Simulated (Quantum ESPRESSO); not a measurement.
Au:

```xyz
1
Lattice="0.0000 2.0350 2.0350 2.0350 0.0000 2.0350 2.0350 2.0350 0.0000" Properties=species:S:1:pos:R:3 pbc="T T T"
Au    0.0000    0.0000    0.0000
```

Program: Quantum ESPRESSO 7.5. Alike in all runs: no spin polarisation; cell as given; smearing fermi-dirac 0.05 eV.

**Question.** Order these runs on this cell by their pressure, lowest first.
A. level PBEsol; potentials or basis PseudoDojo 0.4.1 SR PBEsol standard; k mesh 11 × 11 × 11; cutoff (eV) 1034; mesh quality not flagged
B. level PBE; potentials or basis SG15 PBE 1.2; k mesh 4 × 4 × 4; cutoff (eV) 952; mesh quality coarse
C. level LDA; potentials or basis PseudoDojo 0.4.1 SR LDA standard; k mesh 11 × 11 × 11; cutoff (eV) 871; form of the LDA correlation PW92; mesh quality not flagged
D. level PBE; potentials or basis SPMS 1.0 PBE; k mesh 11 × 11 × 11; cutoff (eV) 925; mesh quality not flagged

**Answer.** C (-5.1 GPa), A (1.3 GPa), D (10.8 GPa), B (13.4 GPa).

Caveats: some runs use coarse meshes.

Not every run made on this cell is shown here.
